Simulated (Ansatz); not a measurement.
**Au and a variant**

Base: an entry of the Crystallography Open Database (COD), whose atoms a relaxation with PBE at fixed cell left in place.

```xyz
2
Lattice="2.9000 0.0000 0.0000 -1.4500 2.5115 0.0000 0.0000 0.0000 4.8800" Properties=species:S:1:pos:R:3 pbc="T T T"
Au    0.0000    1.6743    3.6600
Au    1.4500    0.8372    1.2200
```

Atoms are numbered from 1 in the order listed; like atoms form one site, named after its first atom.

Level of theory: DFT, PBE, plane waves and PAW, scalar-relativistic, 420 eV cutoff, Γ-centred 18×18×10 k-points, Fermi–Dirac smearing 0.05 eV (Ansatz 0.2.0).

(1) Variant: z stretched by 3 %, ions relaxed. What happens to the gradients (10²¹ V/m²)?

Results:

(1) 

| site | atoms | V_zz base | η base | V_zz variant | η variant |
| --- | --- | --- | --- | --- | --- |
| Au | 1, 2 | 1.14 | 0.00 | 2.11 | 0.00 |

The largest change of V_zz is on Au, from 1.14 to 2.11.

With no gap above 0.1 eV, as in a metal, the gradients converge slowly in k; expect changes of a tenth or more on a denser mesh. Spin–orbit coupling is left out, which shifts gradients on Au by a few per cent in wide-gap crystals, and can shift them far more where the calculated gap is small or absent, as here.
